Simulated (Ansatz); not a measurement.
Si (diamond): gap against strain (epitaxial in the plane normal to [111])

Diamond Si, relaxed with r2SCAN in the plane-wave code Ansatz, then strained (epitaxial in the plane normal to [111]; changes of length per length, axes as in the cell below) with the atoms relaxed again within the symmetry that is left. Space group Fd-3m (No. 227), cubic; conventional cell a = 5.444 Å, 20.17 Å³ an atom. Si is surrounded by 4 Si at 2.36 Å. Spin-unpolarised throughout; all numbers are computed.

```
Si
1.0
     0.00000    2.72212    2.72212
     2.72212    0.00000    2.72212
     2.72212    2.72212    0.00000
Si
2
Direct
  0.00000 0.00000 0.00000
  0.25000 0.25000 0.25000
```

Gaps are the least over each mesh (PBE 8×8×8, r2SCAN 8×8×8, HSE06 6×6×6 when unstrained) and the special points, which keep their unstrained names; stress is the change from the unstrained cell, compression positive.

| strain (%) | free normal strain (%) | gap, PBE (eV) | gap, r2SCAN (eV) | gap, HSE06 (eV) | edges, HSE06 | in-plane stress, r2SCAN (GPa) | energy rise, r2SCAN (meV/atom) |
| --- | --- | --- | --- | --- | --- | --- | --- |
| -4.0 | +1.85 | 0.061 | 0.230 | 0.603 | Γ → X | +10.40 | 49.8 |
| -3.0 | +1.33 | 0.245 | 0.422 | 0.796 | Γ → Γ–X (0.93) | +7.62 | 27.6 |
| -2.0 | +0.87 | 0.391 | 0.573 | 0.947 | Γ → Γ–X (0.87) | +4.93 | 12.1 |
| -1.0 | +0.43 | 0.501 | 0.686 | 1.060 | Γ → Γ–X (0.85) | +2.38 | 3.0 |
| 0.0 | 0.00 | 0.592 | 0.778 | 1.154 | Γ → Γ–X (0.80) | 0.00 | 0.0 |
| +1.0 | -0.40 | 0.528 | 0.709 | 1.085 | Γ → Γ–X (0.84) | -2.23 | 2.8 |
| +3.0 | -1.16 | 0.414 | 0.584 | 0.964 | Γ → Γ–X (0.88) | -6.20 | 24.6 |
| +4.0 | -1.48 | 0.361 | 0.524 | 0.908 | Γ → (-0.005, 0.458, 0.458) | -7.99 | 42.9 |
| +5.0 | -1.79 | 0.307 | 0.465 | 0.853 | Γ → X | -9.59 | 65.7 |
| +5.73 | -2.01 | 0.203 | 0.428 | 0.799 | Γ → L | -10.67 | 84.9 |

With HSE06 the edges change from Γ → X (indirect) to Γ → L (indirect) between +5.0 and +5.73 %. With PBE the edges change from Γ → X (indirect) to Γ → L (indirect) between +5.0 and +5.73 %.

Where an edge lies off the special points, it is a point of the mesh or the k point where a search put PBE's edge or least direct gap, reused for the other functionals, whose own edges may lie a little apart.

Coordinates of k points refer to the reciprocal vectors of the primitive cell of the runs.

The meshes of the hybrids are coarse, so their gaps aren't converged to the digits shown.
